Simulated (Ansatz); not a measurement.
# TiSi2 (P6/mmm) in Ansatz: further runs, part 2 of 3

Ansatz 0.2.0.

**4. Projected density of states, LDA+U**

Contents of input.yaml:

```yaml
crystal:
  lattice:
    - [4.37464, 0.0, 0.0]
    - [-2.18732, 3.78855, 0.0]
    - [0.0, 0.0, 2.56101]
  atoms:
    - { symbol: Ti, position: [0.0, 0.0, 0.0] }
    - { symbol: Si, position: [0.33333, 0.66667, 0.5] }
    - { symbol: Si, position: [0.66667, 0.33333, 0.5] }
hamiltonian:
  xc: lda
  pseudopotentials: { kind: paw }
  hubbard: { sites: [{ species: Ti, l: d, u_eff: 2.0 }] }
kpoints:
  mp_grid: { grid: [7, 7, 10] }
scf:
  occupations: { method: fermi_dirac, width: 0.05 }
  n_extra_bands: 7
output:
  forces: true
  stress: true
  eigenvalues: true
  dos: { projected: true, de: 0.05, nscf_kmesh: { grid: [11, 11, 15] } }
```

Potentials or basis: Ansatz PAW.

Run with:

```bash
$ ansatz run input.yaml --threads 2 --pin off --max-ram 5632MiB --backend cpu --events-out ev --progress --plain --runs-dir out
```

Standard output:

```text
Warning: the atoms were moved onto the symmetric positions of the space group found under crystal.symmetry.tolerance 1.0e-5 (fractional; no operation is sought that the atoms, as they stand in a round, miss by more than twice it, and no atom is moved by as much as it), and the run uses the moved positions. Before a round's move an operation carried an atom to 4.37e-5 Å from where it should land, the largest such distance. Atom 1 (counting from 0) moved farthest, by 2.53e-5 Å; the longest move in fractions of the cell, of whichever atom, is 0.47 of the tolerance, in 1 round. To run the atoms as typed, lower crystal.symmetry.tolerance until the operations that they miss are no longer found, or set crystal.symmetry.detect: false (a key that needs symmetry detection or time reversal refuses this as the deck is read). The positions used, in the order of the run's atom list: position: [0.0, 0.0, 0.0]; position: [0.3333333333333333, 0.6666666666666666, 0.5]; position: [0.6666666666666666, 0.3333333333333333, 0.5]; The lattice was moved too: crystal.lattice keeps the space group found at crystal.symmetry.tolerance 1.0e-5 only nearly: the operation that it misses by the most changes a squared length by the fraction 2.87e-7. The run uses the lattice that is a stretch of the typed one, with no rotation, onto the one that keeps every operation to a double's rounding (on a very oblique basis the stretch itself rounds by more); the deck's lattice vector that moved farthest moved by 3.62e-7 Å. To run the lattice as typed, set crystal.symmetry.tolerance under 2.86e-7, the least fraction by which an operation that the lattice misses changes a squared length (the same key also sets how far an atom may lie from its image, so lowering it can lose operations that the atoms keep only within it), or set crystal.symmetry.detect: false, as for the atoms. crystal.lattice made exact, in Å and degrees: [[4.374640362338372, 0.0, 0.0], [-2.187320181169186, 3.7885496862057915, 0.0], [0.0, 0.0, 2.56101]]. Pasted over the deck's crystal.lattice, beside positions in fractional coordinates, it runs the same cell (given as lengths and angles, that cell in the form's own orientation, a rigid turn of the misfit's size from the one run here, for which a checkpoint.post_process_only pass over this run's state can be refused: where this run relaxes nothing, give such a pass this deck's own crystal.lattice, as typed; behind a relaxation, as crystal.lattice, the state's own cell, identity.cell in its checkpoint.json), and a matrix so pasted ends this notice, except on a very skew basis of the lattice, where the rounding of the pasted numbers themselves can read as a misfit: the cell is then moved again, and that move is told again. The lattice as run is in this notice's lattice.as_run_ang field (Run.prep()["deck_notices"] in Python, the deck_notice line of an events file, deck_notices of ansatz run --dry-run=json, or deck_notices in record.json in the deck's checkpoint.write directory).
Warning: RAYON_NUM_THREADS=2 ignored (pool sized by the plan → 2); use --threads N
Ti: projections on atomic orbitals take those of the free atom [Ne] 3s2 3p6 3d2 4s2, of charge +0.00 (hamiltonian.pseudopotentials.projection_atoms); the dataset's partial waves leave at most 4.1e-7 of an orbital's norm unspanned inside its sphere
Si: projections on atomic orbitals take those of the free atom [Ne] 3s2 3p2, of charge +0.00 (hamiltonian.pseudopotentials.projection_atoms); the dataset's partial waves leave at most 6.1e-8 of an orbital's norm unspanned inside its sphere
scf.n_extra_bands = 7 over 10 filled bands (N_el = 20.0): the run solves 17 bands
Engine: ansatz 0.2.0, aarch64-unknown-linux-gnu
Pseudopotentials: kind: paw
Pseudopotential: Ti, paw, valence charge 12, recommended cutoff 420 eV (normal), Ti.paw.azcp
Pseudopotential: Si, paw, valence charge 4, recommended cutoff 420 eV (normal), Si.paw.azcp
Functional definition: SPW92
  exchange = slater_x
  correlation = pw_c
Crystal: 3 atoms, lattice volume = 42.445 Å³
Basis set: ecut = 420 eV, 855 PW (Γ)
Bands: 17, of which v1, the nominal top of the filled ones, is band 10 counted from 1 (9 counted from 0)
Symmetry: 24 space group operations
Space group: P6/mmm (ITA 191), of the structure as read, at distance tolerance 3.5e-5 Å
k-points: 48 of 490
Non-local potential: Ti, projectors of the file, l = 0: 3, l = 1: 2, l = 2: 3, l = 3: 1
Non-local potential: Si, projectors of the file, l = 0: 2, l = 1: 2, l = 2: 2
PAW form: soft (Blöchl's): semilocal exchange-correlation on the pseudo side does not see the compensation charge
PAW frozen core: Ti, regenerated for the run's functional, and the local potential with it (the file was generated under x = pbe(κ = 0.804, μ = 0.2195149727645171), c = pbe(β = 0.06672455060314922))
PAW frozen core: Si, regenerated for the run's functional, and the local potential with it (the file was generated under x = pbe(κ = 0.804, μ = 0.2195149727645171), c = pbe(β = 0.06672455060314922))
PAW one-centre angular grid: Ti, 590 points (default); XC on 64 Gauss nodes
PAW one-centre angular grid: Si, 110 points (default); XC on 64 Gauss nodes
Initial density: superposition of atomic densities (chi_scale 0.1, normalization cell, long waves kept (reshape's long-wave potential 0.00 eV rms))
Initial wavefunctions: pseudopotential atomic-orbital guess
Functional: x = slater, c = lda
SCF iter   1: F=—  HF=-3666.662309 eV  |F-HF|=—  |Δ(HF+E_count)|=         —  Δρ=3.88e-2  dr2=1.14e0  ethr=3.10e-3  ⟨swp⟩=5.1  Hψ=4276  notcnv=0  defer=1
preconditioner: auto → none  [metal: Δε(μ)=0.072 eV  Ē_g=7.903 eV  σ=0.050 eV  W_gap=0.34  n_scr=6 (ndim 8)  ℏωp=19.7 eV  f_vac=0.000  D(μ)=1.47/eV (n_scr^D=8)  sad-step TF]
SCF iter   2: F=—  HF=-3666.576192 eV  |F-HF|=—  |Δ(HF+E_count)|=   8.61e-2  Δρ=2.36e-2  dr2=3.59e-1  ethr=3.10e-3  ⟨swp⟩=2.0  Hψ=1331  notcnv=0  defer=43
SCF iter   3: F=—  HF=-3666.519289 eV  |F-HF|=—  |Δ(HF+E_count)|=   5.69e-2  Δρ=1.82e-2  dr2=2.25e-1  ethr=1.80e-3  ⟨swp⟩=2.0  Hψ=1422  notcnv=0  defer=57
SCF iter   4: F=—  HF=-3666.490047 eV  |F-HF|=—  |Δ(HF+E_count)|=   2.92e-2  Δρ=8.29e-3  dr2=5.40e-2  ethr=1.12e-3  ⟨swp⟩=2.2  Hψ=1309  notcnv=0  defer=56
SCF iter   5: F=—  HF=-3666.485745 eV  |F-HF|=—  |Δ(HF+E_count)|=   4.30e-3  Δρ=1.77e-3  dr2=2.10e-3  ethr=2.70e-4  ⟨swp⟩=2.0  Hψ=1299  notcnv=0  defer=55
SCF iter   6: F=—  HF=-3666.485583 eV  |F-HF|=—  |Δ(HF+E_count)|=   1.62e-4  Δρ=2.85e-4  dr2=4.45e-5  ethr=1.05e-5  ⟨swp⟩=1.4  Hψ=792  notcnv=0  defer=55
SCF iter   7: F=—  HF=-3666.485582 eV  |F-HF|=—  |Δ(HF+E_count)|=   1.25e-6  Δρ=3.15e-5  dr2=3.11e-7  ethr=2.23e-7  ⟨swp⟩=2.3  Hψ=1050  notcnv=0  defer=54
SCF iter   8: F=-3666.485582 eV  HF=-3666.485582 eV  |F-HF|=3.51e-9  |Δ(HF+E_count)|=   2.77e-7  Δρ=4.19e-6  dr2=3.10e-9  ethr=5.00e-10  ⟨swp⟩=8.4  Hψ=3773  notcnv=0
SCF 1 converged in 8 iterations: F = -3666.485582 eV  dr2 = 3.10e-9
NSCF: frozen V_eff on 128 k-points
SCF converged after 8 iterations
Free energy (F): -3666.485582 eV
Harris-Foulkes:  -3666.485582 eV  (|F-HF|=3.51e-9)
Internal energy: -3666.465862 eV  (E = F + TS)
E sigma→0 (E₀):  -3666.475722 eV
Entropy (-TS):   -0.019720 eV (-6.573 meV/atom)
Fermi energy:    12.826424 eV
--- Per-component energies (eV) ---
  E_band       = -110.608013
  E_kinetic    = 360.013603
  E_local      = -1057.972106  (includes V_loc(G=0)·N_el)
  E_nonlocal   = 64.826194
  E_hartree    = 459.928543
  E_xc         = -209.815551
  E_vxc        = -220.590141  (∫ρ·V_xc dr)
  E_hubbard    = 2.093849  (on-site DFT+U / exact-exchange correction)
  E_vhub       = 1.090437  (the Hubbard potential's part of the band-sum identity)
  E_paw        = -1971.379155  (= ΣΔE_a)
  E_vpaw       = -177.833452  (= ΣTr[D̂ρ^β])
  E_aug_tail   = 0.000111  (compensation charges beyond the density's cutoff)
  E_ewald      = -1314.655962
  E_core_change = 0.494612  (= ΣΔE_core)
  E_smearing   = -0.019720  (= −TS)
  E_closure    = -0.000000  (closes the sum)
  Σ components = -3666.485582   (vs F -3666.485582, Δ=0.00e0)
--- Forces (eV/Å), atoms counted from 1 ---
  atom   1  Ti     0.00000000    -0.00000000     0.00000000
  atom   2  Si     0.00000000    -0.00000000     0.00000000
  atom   3  Si    -0.00000000     0.00000000    -0.00000000
  max |Σ_I F_I| component: 1.85e-17 eV/Å
--- Stress (GPa, compression-positive) ---
       -4.494082       0.000000      -0.000000
        0.000000      -4.494082      -0.000000
       -0.000000      -0.000000      -7.237668
  P = ⅓ Tr σ = -5.4086 GPa (-54.086 kbar)
--- Band table (eV; the first three rows and the last of 48) ---
  k-point 0: bands = ["-43.6667", "-20.2977", "-20.2977", "-19.5983", "-0.3483", "7.6578", "7.6578", "7.7007", "11.0536", "11.8227", "11.8227", "15.8255", "15.8255", "16.2034", "16.2034", "18.4010", "19.8155"]
  k-point 1: bands = ["-43.6508", "-20.2840", "-20.2840", "-19.7068", "-0.1230", "7.8549", "7.8549", "7.9129", "11.3252", "11.7428", "11.7428", "15.9044", "15.9044", "16.1542", "16.1542", "17.2118", "18.7255"]
  k-point 2: bands = ["-43.6087", "-20.2480", "-20.2480", "-19.9853", "0.5450", "8.4422", "8.4422", "8.5433", "11.4948", "11.4948", "11.5149", "14.9937", "15.9262", "15.9262", "16.2442", "16.2442", "19.0022"]
  k-point 47: bands = ["-43.4943", "-20.6789", "-20.1605", "-20.1584", "5.7067", "6.6333", "7.7174", "8.4218", "9.7548", "12.5660", "13.2355", "14.2358", "14.2746", "14.8007", "17.4661", "18.3006", "18.7742"]
Occupation matrices written to <dir>
```

dos.tsv:

```text
# E-E_F[eV]	g_bin_mean(E)[states/eV]	N(E)
# format = ansatz-dos/2
# fermi_ev = 12.862542
# fermi_mp_grid = 11 11 15
# fermi_mp_shift = 0 0 0
# nscf_kmesh_grid = 11 11 15
# nscf_kmesh_shift = 0 0 0
# tetrahedron_fermi_ev = 12.867043
# g_bin_mean(E): the states in a bin one row spacing wide, centred on E, divided by that spacing. States that the method places at a single energy (under output.dos.method: tetrahedron, those of a tetrahedron whose four corners have one energy) are counted whole in the row whose bin holds that energy (on the edge of two bins, in the lower row). The sum of g_bin_mean over a run of rows, times the row spacing, is the number of states from half a spacing under the first of them to half a spacing over the last (a plain sum, not the trapezoid rule).
-57.029206	0.000000e0	0.000000e0
-56.979206	0.000000e0	0.000000e0
-56.929206	0.000000e0	0.000000e0
-56.879206	0.000000e0	0.000000e0
-56.829206	0.000000e0	0.000000e0
-56.779206	0.000000e0	0.000000e0
[... 1327 lines left out ...]
9.620794	0.000000e0	3.400000e1
9.670794	0.000000e0	3.400000e1
```

occupation_matrices:

```text
# The occupation matrices of the corrected shells as a run of Ansatz 0.0.0 ended. An entry of
# hamiltonian.hubbard.sites starts from them by `starting_ns: <path of this file>`, where that key's refused
# combinations let it.
# Free energy -3666.485582 eV.
# projection_atom_Ti: [Ne] 3s2 3p6 3d2 4s2
# projection_atom_Si: [Ne] 3s2 3p2
format: ansatz-occupation-matrices/1
state: converged
spin: unpolarized
projectors: all-electron-ortho-atomic
projection_frame: null
lattice: # Å
  - [4.374640362338372, 0.0, 0.0]
  - [-2.187320181169186, 3.7885496862057915, 0.0]
  - [0.0, 0.0, 2.56101]
atoms: # fractions of the lattice vectors
  - {symbol: Ti, position: [0.0, 0.0, 0.0]}
  - {symbol: Si, position: [0.3333333333333333, 0.6666666666666666, 0.5]}
  - {symbol: Si, position: [0.6666666666666666, 0.3333333333333333, 0.5]}
sites: # a site counts the atoms from 0
  - {site: 0, l: d, shell: 3, starting_ns: [{spin: up, occupation_matrix: site0_d}]} # 3.097 electrons, filled orbitals 0
occupation_matrices: # on the real harmonics m = 0, +1, -1, ... of the Cartesian axes; of spinors up first
  site0_d:
    matrix:
      - [0.4372382239927091, -8.673617379884035e-19, -1.0408340855860843e-17, -2.222614453595284e-18, 4.336808689942018e-19]
      - [-8.673617379884035e-19, 0.257049587412156, -7.589415207398531e-19, -1.0842021724855044e-18, -1.1492543028346347e-17]
      - [-1.0408340855860843e-17, -7.589415207398531e-19, 0.2570495874121559, 6.938893903907228e-18, -4.336808689942018e-19]
      - [-2.4123498337802474e-18, -1.0842021724855044e-18, 6.7220534694101275e-18, 0.2986461295642947, 8.673617379884035e-19]
      - [4.87890977618477e-19, -1.1384122811097797e-17, -4.336808689942018e-19, 1.5178830414797062e-18, 0.29864612956429476]
```

Run time: 4.4 s. Hardware: 2 threads of Arm Neoverse V1, shared host; peak memory 0.33 GiB.

What came out:

| Property | Result |
| --- | --- |
| Free energy | -3666.4856 eV |
| Pressure | -5.4 GPa |
| Band gap on the k mesh | none (metal or under the smearing width) |
| Density of states at the Fermi level | 2.15 states/eV per cell |

States per cell in windows of 0.5 eV (zero at the Fermi level; states under -8 eV left out):
| from (eV) | total | Ti 3d | Si 3p | Si 3s | Ti 4s |
| --- | --- | --- | --- | --- | --- |
| -8.0 | 0.31 | 0.04 | 0.11 | 0.15 | 0.00 |
| -7.5 | 0.21 | 0.03 | 0.09 | 0.09 | 0.00 |
| -7.0 | 0.25 | 0.02 | 0.13 | 0.07 | 0.01 |
| -6.5 | 0.36 | 0.03 | 0.22 | 0.08 | 0.02 |
| -6.0 | 0.47 | 0.04 | 0.32 | 0.08 | 0.02 |
| -5.5 | 0.58 | 0.05 | 0.45 | 0.04 | 0.02 |
| -5.0 | 0.51 | 0.06 | 0.38 | 0.04 | 0.01 |
| -4.5 | 0.56 | 0.09 | 0.40 | 0.04 | 0.02 |
| -4.0 | 0.41 | 0.09 | 0.26 | 0.04 | 0.02 |
| -3.5 | 0.76 | 0.17 | 0.48 | 0.07 | 0.03 |
| -3.0 | 0.72 | 0.18 | 0.40 | 0.08 | 0.04 |
| -2.5 | 0.78 | 0.26 | 0.40 | 0.06 | 0.04 |
| -2.0 | 0.62 | 0.24 | 0.29 | 0.05 | 0.02 |
| -1.5 | 0.64 | 0.32 | 0.25 | 0.03 | 0.01 |
| -1.0 | 1.20 | 0.75 | 0.35 | 0.04 | 0.01 |
| -0.5 | 0.82 | 0.51 | 0.17 | 0.07 | 0.03 |
| 0.0 | 0.86 | 0.46 | 0.16 | 0.11 | 0.06 |
| 0.5 | 0.92 | 0.58 | 0.17 | 0.08 | 0.02 |
| 1.0 | 0.93 | 0.58 | 0.17 | 0.09 | 0.03 |
| 1.5 | 1.30 | 0.87 | 0.24 | 0.09 | 0.01 |
| 2.0 | 1.46 | 0.98 | 0.24 | 0.13 | 0.02 |
| 2.5 | 1.78 | 1.30 | 0.24 | 0.13 | 0.04 |
| 3.0 | 1.21 | 0.56 | 0.30 | 0.13 | 0.09 |
| 3.5 | 1.30 | 0.49 | 0.40 | 0.12 | 0.08 |
| 4.0 | 0.79 | 0.22 | 0.28 | 0.06 | 0.03 |
| 4.5 | 0.74 | 0.15 | 0.27 | 0.05 | 0.05 |
| 5.0 | 0.62 | 0.11 | 0.22 | 0.06 | 0.03 |
| 5.5 | 0.64 | 0.10 | 0.25 | 0.06 | 0.03 |
| 6.0 | 0.68 | 0.07 | 0.28 | 0.06 | 0.05 |
| 6.5 | 0.38 | 0.04 | 0.17 | 0.04 | 0.03 |
| 7.0 | 0.16 | 0.01 | 0.09 | 0.02 | 0.02 |
| 7.5 | 0.20 | 0.01 | 0.11 | 0.02 | 0.01 |

Eigenvalues of the final occupation matrices:
```csv
site,spin,trace,eigenvalues
site 1,1,1.55,0.26 0.26 0.30 0.30 0.44
```

Caveat: U without spin polarisation on a metal has little footing; the PAW data sets come from PBE, with cores solved anew for the run's functional, which leaves a small shift of forces and pressure; the U is typed as a test and isn't derived for this compound; the density of states is complete only up to the lowest level of the last band computed.

**5. Projected density of states, LDA+U**

input.yaml, as its differences from that of step 4:

```diff
@@ -12,3 +12,3 @@
   pseudopotentials: { kind: paw }
-  hubbard: { sites: [{ species: Ti, l: d, u_eff: 2.0 }] }
+  hubbard: { sites: [{ species: Ti, l: d, u_eff: 3.0 }] }
 kpoints:
```

Run with:

```bash
$ ansatz run input.yaml --threads 2 --pin off --max-ram 5632MiB --backend cpu --events-out ev --progress --plain --runs-dir out
```

Run time: 4.7 s. Hardware: 2 threads of Arm Neoverse V1, shared host; peak memory 0.34 GiB.

The run converged. Its results:

| Property | Result |
| --- | --- |
| Free energy | -3665.4478 eV |
| Pressure | -4.3 GPa |
| Band gap on the k mesh | none (metal or under the smearing width) |
| Density of states at the Fermi level | 2.16 states/eV per cell |

Stress tensor (GPa, compression positive):
```
-3.05  0.00  0.00
 0.00 -3.05  0.00
 0.00  0.00 -6.93
```

Levels at points of the mesh, in eV from the Fermi level:
| k point | band 8 | band 9 | band 10 | band 11 | band 12 | band 13 |
| --- | --- | --- | --- | --- | --- | --- |
| (0.00, 0.00, 0.00) | -5.15 | -1.91 | -1.07 | -1.07 | 3.13 | 3.13 |
| (0.00, 0.00, -0.50) | -2.00 | -0.89 | -0.89 | -0.87 | -0.09 | -0.09 |

States per cell in windows of 1 eV (zero at the Fermi level; states under -8 eV left out):
```tsv
from (eV)	total	Ti 3d	Si 3p	Si 3s	Ti 4s
-8.0	0.50	0.06	0.21	0.22	0.01
-7.0	0.68	0.05	0.41	0.16	0.04
-6.0	1.06	0.09	0.80	0.11	0.04
-5.0	1.03	0.15	0.74	0.08	0.03
-4.0	1.26	0.27	0.77	0.13	0.05
-3.0	1.51	0.47	0.79	0.13	0.07
-2.0	1.38	0.67	0.55	0.07	0.03
-1.0	1.97	1.20	0.47	0.15	0.06
0.0	1.63	0.97	0.31	0.16	0.06
1.0	2.40	1.54	0.45	0.19	0.04
2.0	3.20	2.23	0.46	0.26	0.07
3.0	2.52	1.05	0.71	0.23	0.16
4.0	1.53	0.36	0.53	0.11	0.09
5.0	1.27	0.20	0.49	0.12	0.06
6.0	0.88	0.09	0.38	0.08	0.07
7.0	0.37	0.02	0.20	0.03	0.03
```

Eigenvalues of the final occupation matrices:
```
  site  spin  trace               eigenvalues
site 1     1   1.53  0.24 0.24 0.29 0.29 0.47
```

Caveat: U without spin polarisation on a metal has little footing; the PAW data sets come from PBE, with cores solved anew for the run's functional, which leaves a small shift of forces and pressure; the U is typed as a test and isn't derived for this compound; the density of states is complete only up to the lowest level of the last band computed.

[end of part 2 of 3]
